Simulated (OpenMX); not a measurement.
The system is Sn.

```
Sn
1.0
    -2.94014    2.94014    1.59930
     2.94014   -2.94014    1.59930
     2.94014    2.94014   -1.59930
Sn
2
Cartesian
  0.0000 0.0000 0.0000
  0.0000 2.9401 0.7997
```

Base run:

```yaml
Program: OpenMX 3.8.5
Functional: PBE
Potentials_or_basis: OpenMX 2013 PBE set, Sn7.0-s3p2d2, grid cutoff 500 Ry
k_mesh: 9 × 9 × 9
Occupations: fermi-dirac, width 0.05 eV
Spin: no spin polarisation
```

Its results: pressure -7.3 GPa.

Problem. The run is repeated on the same cell with these changes: potentials or basis from OpenMX 2013 PBE set, Sn7.0-s3p2d2, grid cutoff 500 Ry to OpenMX 2013 PBE set, Sn7.0-s3p2d2f1, grid cutoff 500 Ry. What comes out?

Solution. Pressure 0.7 GPa.

Caveats: the basis of atomic orbitals isn't converged, which shifts pressures, moduli and gaps.
